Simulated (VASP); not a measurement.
Mg, 1 atom in the cell. Symmetry: Fm-3m, No. 225, cubic system. Conventional cell: a = 4.458 Å, b = 4.458 Å, c = 4.458 Å, α = 90.00°, β = 90.00°, γ = 90.00°. Around Mg (site symmetry m-3m) lie 12 Mg at 3.15 Å. This isn't the form of Mg at room conditions, which is hcp. The cell isn't the ideal one: volume scaled by 0.98.

* Program: VASP 6.6.1
* Task: single point
* Functional: PBE
* Potentials or basis: VASP PAW PBE potentials, release 64 (Mg)
* Cutoff: 520 eV
* k mesh: 10 × 10 × 10
* Occupations: fermi-dirac, width 0.05 eV
* Spin: no spin polarisation
* Dipole correction: no
* Further INCAR settings: ALGO = Fast; EDIFF = 1e-06; NBANDS = 7

Potentials or basis: VASP PAW PBE potentials, release 64 (Mg).

Run with:

```bash
$ cat potpaw_PBE.64/Mg/POTCAR > POTCAR
$ mpirun -np 1 vasp_std > vasp.out
```

Hardware: 1 thread of AMD EPYC 9R45 (Zen 5), on a shared host.

Q: Estimate the wall time of this run.

A: Run time: 3.6 s on 1 thread of AMD EPYC 9R45 (Zen 5), on a shared host, peak memory 0.1 GiB. Counts: scf iterations 9, k points 47.
